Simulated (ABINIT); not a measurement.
# A GW run on BP (F-43m) in ABINIT, with inputs changed

A base run on BP (F-43m), then changed inputs.

Main program and level: ABINIT 10.8.3; PBE and many-body steps on it, plane waves.

Report form: the programs' logs are mostly left out.

## (1) The starting structure

It takes space group F-43m (No. 216, cubic). Conventional cell: a = 4.538 Å, b = 4.538 Å, c = 4.538 Å, α = 90.00°, β = 90.00°, γ = 90.00°. Nearest to B lie 4 P at 1.97 Å. Nearest to P lie 4 B at 1.97 Å. Farther neighbours are not listed.

The cell and positions come from the Crystallography Open Database and are kept as given unless a step says otherwise.

## (2) Screening, 6×6×6 mesh, 101 bands, screening to 228.6 eV

This step: ABINIT 10.8.3; RPA screening on PBE, plane waves, norm-conserving pseudopotentials.

The RPA dielectric matrix is built and inverted for each q.

The input, run.abi:

```
acell 3*1.0 Angstrom
rprim 
  0.000000000000 2.269000000000 2.269000000000
  2.269000000000 0.000000000000 2.269000000000
  2.269000000000 2.269000000000 0.000000000000
ntypat 2
znucl 5 15
natom 2
typat 1 2
xred 
  0.000000000000 0.000000000000 0.000000000000
  0.250000000000 0.250000000000 0.250000000000
pp_dirpath "pseudos"
pseudos "B.upf, P.upf"
ecut 34
ngkpt 6 6 6
nshiftk 1
shiftk 0 0 0
kptopt 1
chksymbreak 0
istwfk *1
occopt 1
irdwfk 1
optdriver 3
nband 101
ecuteps 8.4
inclvkb 2
awtr 1
symchi 1
indata_prefix "in"
outdata_prefix "out"
tmpdata_prefix "tmp"
```

The run is started by

```
OMP_NUM_THREADS=1 mpirun -n 8 abinit run.abi > log
```

Run time: 20 s. Hardware: 8 MPI ranks of Arm Neoverse V2, shared host; peak memory 1.1 GiB.

This step gave:

| Property | Result |
| --- | --- |
| ε∞ with local fields, on this mesh, along the program's q direction | 9.737 |
| the same without local fields | 10.65 |
| plasma frequency | 21.73 eV |
| plane waves in the screening matrix | 169 |

Local fields lower ε∞ by 9 %.

## (3) Base

The self-energy is evaluated for the states that the input lists, and the levels follow from it, in one-shot runs by the linearised quasiparticle equation.

This step: G0W0 on PBE, plane waves, norm-conserving pseudopotentials.

run.abi: that of step 2 with these lines changed.

```diff
@@ -23,8 +23,17 @@
 irdwfk 1
-optdriver 3
+optdriver 4
 nband 101
+gwcalctyp 0
+ecutsigx 34
+symsigma 1
+nkptgw 2
+kptgw 
+  0.0000000000 0.0000000000 0.0000000000
+  0.5000000000 0.5000000000 0.0000000000
+bdgw 
+  2 7
+  3 6
 ecuteps 8.4
-inclvkb 2
-awtr 1
-symchi 1
+irdscr 1
+ppmodel 1
 indata_prefix "in"
```

Elapsed: 5.3 s, on 8 MPI ranks; peak memory 1.1 GiB; 41 s of CPU time.

Numbers from this step:

* G0W0 gap on the points computed: 2.051 eV
* starting gap on the mesh: 1.347 eV
* k of the valence top: 0, 0, 0
* k of the conduction bottom: 0.5, 0.5, 0
* Z at the valence top: 0.792
* Z at the conduction bottom: 0.805
* least direct G0W0 gap on the computed points: 4.274 eV

The gap on the mesh goes from 1.35 eV to 2.05 eV, a correction of +0.70 eV.

## (4) Coulomb singularity

run.abi: that of step 3 with these lines changed.

```diff
@@ -38,2 +38,3 @@
 ppmodel 1
+gw_icutcoul 0
 indata_prefix "in"
```

Wall time 5.2 s (8 MPI ranks); peak memory 1.1 GiB.

Numbers from this step:

| Item | Value |
| --- | --- |
| G0W0 gap on the points computed | 1.967 eV |
| starting gap on the mesh | 1.347 eV |
| k of the valence top | 0, 0, 0 |
| k of the conduction bottom | 0.5, 0.5, 0 |
| Z at the valence top | 0.795 |
| Z at the conduction bottom | 0.806 |
| least direct G0W0 gap on the computed points | 4.244 eV |

Against G0W0 in ABINIT (6×6×6 mesh, 101 bands, screening to 228.6 eV, Godby-Needs plasmon pole), the gap moves by −0.084 eV.

## (5) The runs together

Times are wall times on 8 MPI ranks of Arm Neoverse V2, shared host, good to a factor of about two. A run's time includes the screening step that it read.

| run | mesh | bands | screening cutoff (eV) | DFT gap (eV) | gap on the mesh (eV) | direct (eV) | ε∞ used | time |
| --- | --- | --- | --- | --- | --- | --- | --- | --- |
| base | 6×6×6 | 101 | 228.6 | 1.347 | 2.051 | 4.274 | 9.74 | 25 s |
| Coulomb singularity | 6×6×6 | 101 | 228.6 | 1.347 | 1.967 | 4.244 | 9.74 | 25 s |

## (6) What came out

```yaml
base: 2.051 eV
coulomb_singularity: 1.967 eV
known_limits: not at the basis limit
```

What this shows: Coulomb singularity: −0.084 eV against base (keys changed: gw_icutcoul). Bands and cutoff are finite, so the gap is not at the basis limit. The miss can reach some tenths of an eV and take either sign; the mesh is an error of its own. In the G0W0 runs levels were corrected at 2 k points alone, so a gap called «on the mesh» is the least over those, and an edge elsewhere would be missed. A denser mesh or path gives a starting gap of 1.28 eV: the GW mesh misses a band edge, so its gaps are not the fundamental one.

[Paths, hosts, dates, memory and timing lines, banners, echoed tables and standing remarks are left out of the program output.]

[Logs are printed without paths, hosts, clocks, repeated set-up lines and the standing remarks that a program may print on its own settings, such as how far it seeks lower states.]

[Runs of the session that timed out or met a known fault of the program may be left out.]

[Hosts, paths, dates, database ids (printed as entryN), source tags and the programs' standing remarks are cut or masked in the printed files.]

[G0W0 gaps are taken among the corrected bands and points alone; a level outside them can change the order at an edge.]

[Where Ansatz stands beside ABINIT at settings called matched, ABINIT's density can come from a denser mesh and the files from another edition; pairs whose starting gaps differed by over 0.03 eV were left out, so agreement reads better than it is.]
